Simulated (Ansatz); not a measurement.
# SnTe (Pm-3m) in Ansatz: single point with LDA

Aim: the single point of SnTe with LDA.

Everything below comes from runs of Ansatz 0.2.0. Logs are shortened: lines on timing, memory, paths and dates and some standing lists are left out, and cuts for length are marked.

## Step 1: The cell of the first run

Symmetry: Pm-3m, No. 221, cubic system. The conventional cell has a = 3.798 Å, b = 3.798 Å, c = 3.798 Å, α = 90.00°, β = 90.00°, γ = 90.00°. Around Te (site symmetry m-3m) lie 8 Sn at 3.29 Å. Sn (site symmetry m-3m) is surrounded by 8 Te at 3.29 Å.

Measurements of this composition are mostly on another form, of space group No. 225.

## Step 2: Single point, LDA (volume scaled by 0.92)

Input file input.yaml:

```yaml
crystal:
  lattice:
    - [3.79766759, 0.0, 0.0]
    - [0.0, 3.79766759, 0.0]
    - [0.0, 0.0, 3.79766759]
  atoms:
    - { symbol: Te, position: [0.5, 0.5, 0.5] }
    - { symbol: Sn, position: [0.0, 0.0, 0.0] }
kpoints:
  mp_grid: { grid: [7, 7, 7] }
scf:
  occupations: { method: tetrahedron }
hamiltonian:
  xc: lda
  pseudopotentials: { kind: all_electron, lapw: { basis_error: 0.001 } }
output:
  forces: true
  stress: true
  eigenvalues: true
```

Potentials or basis: all-electron LAPW, scalar-relativistic.

Started as:

```bash
$ ansatz run input.yaml --threads 1 --pin off --max-ram 3072MiB --backend cpu --events-out ev --progress --plain --runs-dir out
```

Log:

```text
Warning: output.forces, output.stress, relax.cell or npt_langevin: where a Kohn–Sham band that disperses or a degenerate level is filled in part under the method tetrahedron, the forces or the stress that this run publishes need not agree with its energy (scf.occupations.method in the input reference, under Limitations); prefer a smearing scheme for the forces or the stress
Warning: RAYON_NUM_THREADS=1 ignored (pool sized by the plan → 1); use --threads N
LAPW: plane waves up to 6.577 Å⁻¹, error target 1.0e-3 eV per atom; small_component_spin mean_spin; Sn in spheres of 1.665 Å, 22 of its electrons in bands, Dirac shells []; Te in spheres of 1.624 Å, 24 of its electrons in bands, Dirac shells [] (how accurate: hamiltonian.pseudopotentials.lapw.basis_error, Limitations)
Engine: ansatz 0.2.0, x86_64-unknown-linux-gnu
Pseudopotentials: kind: all_electron
Pseudopotential: Te, LAPW, valence charge 24, lapw/all_electron/scalar/gaussian/Te, Koelling and Harmon's equation, gaussian nucleus
Pseudopotential: Sn, LAPW, valence charge 22, lapw/all_electron/scalar/gaussian/Sn, Koelling and Harmon's equation, gaussian nucleus
Functional definition: SPW92
  exchange = slater_x
  correlation = pw_c
davidson cushion auto → on  (no smearing: the cushion is to keep the highest requested band from converging to the state above it; pin scf.eigensolver.cushion to override)
Crystal: 2 atoms, lattice volume = 54.771 Å³
Basis set: ecut = 164.80200508038143 eV, 251 PW (Γ), exchange–correlation at level 2
Bands: 28, of which v1, the nominal top of the filled ones, is band 23 counted from 1 (22 counted from 0)
Symmetry: 48 space group operations
Space group: Pm-3m (ITA 221), of the structure as read, at distance tolerance 3.8e-5 Å
k-points: 20 of 343
Non-local potential: Te, projectors of the file, none
Non-local potential: Sn, projectors of the file, none
Initial density: superposition of atomic densities (chi_scale 0.1, normalization cell, long waves kept (reshape's long-wave potential 0.00 eV rms))
Initial wavefunctions: plane waves of lowest kinetic energy (no species holds an atomic orbital)
Functional: x = slater, c = lda
iter 1 solved again at ethr=4.96e-4 eV; its pass at ethr=1.00e-1 eV (dr2=2.28e-1 eV) is discarded
SCF iter   1: F=—  HF=-352676.921166 eV  |F-HF|=—  |Δ(HF+E_count)|=         —  Δρ=1.29e-2  dr2=2.28e-1  ethr=4.96e-4  ⟨swp⟩=2.8  Hψ=3586  notcnv=0
preconditioner: auto → Kerker (q_TF=auto, 2.650 Å⁻¹)  [metal: no gap  n_scr=18 (ndim 8)  ℏωp=22.4 eV  f_vac=0.000]
SCF iter   2: F=—  HF=-352676.870283 eV  |F-HF|=—  |Δ(HF+E_count)|=   5.09e-2  Δρ=6.72e-3  dr2=6.11e-2  ethr=4.96e-4  ⟨swp⟩=2.0  Hψ=1760  notcnv=0
SCF iter   3: F=—  HF=-352676.864308 eV  |F-HF|=—  |Δ(HF+E_count)|=   5.98e-3  Δρ=4.07e-3  dr2=2.46e-2  ethr=1.33e-4  ⟨swp⟩=2.0  Hψ=1760  notcnv=0
iter 4 solved again at ethr=2.31e-6 eV; its pass at ethr=5.35e-5 eV (dr2=1.06e-3 eV) is discarded
SCF iter   4: F=—  HF=-352676.867681 eV  |F-HF|=—  |Δ(HF+E_count)|=   3.37e-3  Δρ=9.74e-4  dr2=1.06e-3  ethr=2.31e-6  ⟨swp⟩=2.0  Hψ=3002  notcnv=0
SCF iter   5: F=—  HF=-352676.866515 eV  |F-HF|=—  |Δ(HF+E_count)|=   1.17e-3  Δρ=4.24e-4  dr2=1.64e-4  ethr=2.30e-6  ⟨swp⟩=2.0  Hψ=1760  notcnv=0
SCF iter   6: F=—  HF=-352676.866787 eV  |F-HF|=—  |Δ(HF+E_count)|=   2.72e-4  Δρ=2.10e-4  dr2=3.15e-5  ethr=3.57e-7  ⟨swp⟩=2.0  Hψ=1760  notcnv=0
SCF iter   7: F=—  HF=-352676.866742 eV  |F-HF|=—  |Δ(HF+E_count)|=   4.48e-5  Δρ=8.76e-5  dr2=7.27e-6  ethr=6.85e-8  ⟨swp⟩=2.0  Hψ=1760  notcnv=0
SCF iter   8: F=—  HF=-352676.866850 eV  |F-HF|=—  |Δ(HF+E_count)|=   1.08e-4  Δρ=2.43e-5  dr2=3.18e-7  ethr=1.58e-8  ⟨swp⟩=2.0  Hψ=1760  notcnv=0
SCF iter   9: F=-352676.866855 eV  HF=-352676.866855 eV  |F-HF|=0.00e0  |Δ(HF+E_count)|=   4.70e-6  Δρ=7.86e-6  dr2=4.38e-8  ethr=6.91e-10  ⟨swp⟩=3.0  Hψ=1785  notcnv=0
SCF 1 converged in 9 iterations: F = -352676.866855 eV  dr2 = 4.38e-8
SCF converged after 9 iterations
Stability not checked: this state was not tested for a lower state beside it, because cold or Methfessel-Paxton smearing, or corrected tetrahedra, fill the levels in a way that the test cannot read (fill_not_monotonic; see scf.lower_state_search)
Free energy (F): -352676.866855 eV
Harris-Foulkes:  -352676.866855 eV  (|F-HF|=0.00e0)
Internal energy: -352676.866988 eV  (E = F + TS)
E sigma→0 (E₀):  -352676.866855 eV
Entropy (-TS):   0.000134 eV (0.067 meV/atom)
Fermi energy:    13.495539 eV
--- Per-component energies (eV) ---
  E_band       = -1744.818015
  E_kinetic    = 371627.883947
  E_xc         = -8988.191614
  E_electrostatic = -715316.559321  (all electrons and nuclei)
  E_smearing   = 0.000134  (= −TS)
  E_closure    = 0.000000  (closes the sum)
  E_atoms      = -352668.424347  (free atoms, spherical and without spin; not in F)
  Σ components = -352676.866855   (vs F -352676.866855, Δ=0.00e0)
  Basis errors (estimates in eV, not in F): energy 2.4e-4 per atom: plane waves 2.4e-4 (1.2e-4 summed), levels above the bands 0.0e0, relativity 2.0e-9, radial functions 6.7e-6, core shells 1.2e-10; eigenvalues (radial functions only) 1.0e-5; not estimated: angular momenta, meshes, grids; target (lapw.basis_error) 1.0e-3; muffin-tin radii Sn 1.665 Å, Te 1.624 Å
--- Forces (eV/Å), atoms counted from 1 ---
  atom   1  Te     0.00000000    -0.00000000     0.00000000
  atom   2  Sn    -0.00000000     0.00000000     0.00000000
  max |Σ_I F_I| component: 1.02e-30 eV/Å
--- Stress (GPa, compression-positive) ---
       -0.284636       0.000000       0.000000
        0.000000      -0.284636       0.000000
        0.000000       0.000000      -0.284636
  P = ⅓ Tr σ = -0.2846 GPa (-2.846 kbar)
--- Band table (eV; the first three rows and the last of 20) ---
  k-point 0: bands = ["-145.0956", "-115.5418", "-95.3138", "-95.3138", "-95.3138", "-71.4593", "-71.4593", "-71.4593", "-22.9138", "-22.9138", "-22.9077", "-22.9077", "-22.9077", "-7.9163", "-7.9163", "-7.8672", "-7.8672", "-7.8672", "0.6651", "8.3767", "11.6846", "11.6846", "11.6846", "17.0838", "17.0838", "19.3964", "19.3964", "19.3964"]
  k-point 1: bands = ["-145.0956", "-115.5418", "-95.3138", "-95.3138", "-95.3138", "-71.4593", "-71.4593", "-71.4593", "-22.9138", "-22.9123", "-22.9081", "-22.9081", "-22.9077", "-7.9159", "-7.9078", "-7.8702", "-7.8702", "-7.8671", "0.8430", "7.7152", "11.7416", "11.8899", "11.8899", "17.2641", "17.8715", "18.7435", "18.7435", "18.8025"]
  k-point 2: bands = ["-145.0956", "-115.5418", "-95.3138", "-95.3138", "-95.3138", "-71.4594", "-71.4593", "-71.4593", "-22.9137", "-22.9089", "-22.9089", "-22.9089", "-22.9076", "-7.9151", "-7.8887", "-7.8769", "-7.8769", "-7.8668", "1.3385", "6.3139", "12.2073", "12.4681", "12.4681", "16.3285", "17.3124", "17.3124", "17.8015", "21.2730"]
  k-point 19: bands = ["-145.0956", "-115.5418", "-95.3139", "-95.3139", "-95.3139", "-71.4595", "-71.4595", "-71.4595", "-22.9115", "-22.9114", "-22.9114", "-22.9021", "-22.9021", "-7.8986", "-7.8980", "-7.8980", "-7.8479", "-7.8479", "3.5113", "7.9026", "10.1251", "10.2805", "10.2805", "12.4731", "12.4731", "13.4056", "26.4941", "27.2634"]
```

It took 6.1 s on 1 thread of Intel Xeon at 2.70GHz, shared host; peak memory 0.28 GiB.

What came out:

* Free energy: -352676.8669 eV
* Pressure: -0.3 GPa
* Band gap on the k mesh: none (metal or under the smearing width)

Levels at points of the mesh, in eV from the Fermi level:
```
           k point  band 20  band 21  band 22  band 23  band 24  band 25  band 26  band 27
(0.00, 0.00, 0.00)    -5.12    -1.81    -1.81    -1.81     3.59     3.59     5.90     5.90
```

Caveat: with tetrahedron occupations forces and stress needn't match the slope of the energy.
